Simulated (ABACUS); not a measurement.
# ZrB2 in ABACUS: the effect of dispersion

The system is ZrB2.

```
Zr B
1.0
     3.23217    0.00000    0.00000
    -1.61609    2.79914    0.00000
     0.00000    0.00000    3.60229
Zr B
1 2
Direct
  0.00000 0.00000 0.00000
  0.66667 0.33333 0.50000
  0.33333 0.66667 0.50000
```

The cell isn't the ideal one: volume scaled by 1.06.

Alike in all runs:

* Program: ABACUS 3.10.1
* Task: equation of state
* Functional: PBE
* Potentials or basis: PseudoDojo NC SR 0.4.1 PBE standard
* Cutoff: 1034 eV
* Density cutoff: 4136 eV
* Basis: plane waves
* k mesh: 7 × 7 × 6
* Occupations: fermi-dirac, width 0.05 eV
* Spin: no spin polarisation

```tsv
dispersion	pressure (GPa)
none	-11.8
D2	-15.8
D3	-16.5
D3(BJ)	?
D3(BJ)+ABC	-16.4
```

**Question.** What does the run with dispersion D3(BJ) give?

**Answer.** Pressure -17.3 GPa.

Caveats: there are fewer bands than atomic start orbitals, so a level may be missed at k points of high symmetry; pairwise dispersion overbinds metals, which lowers pressure and volume (some runs).
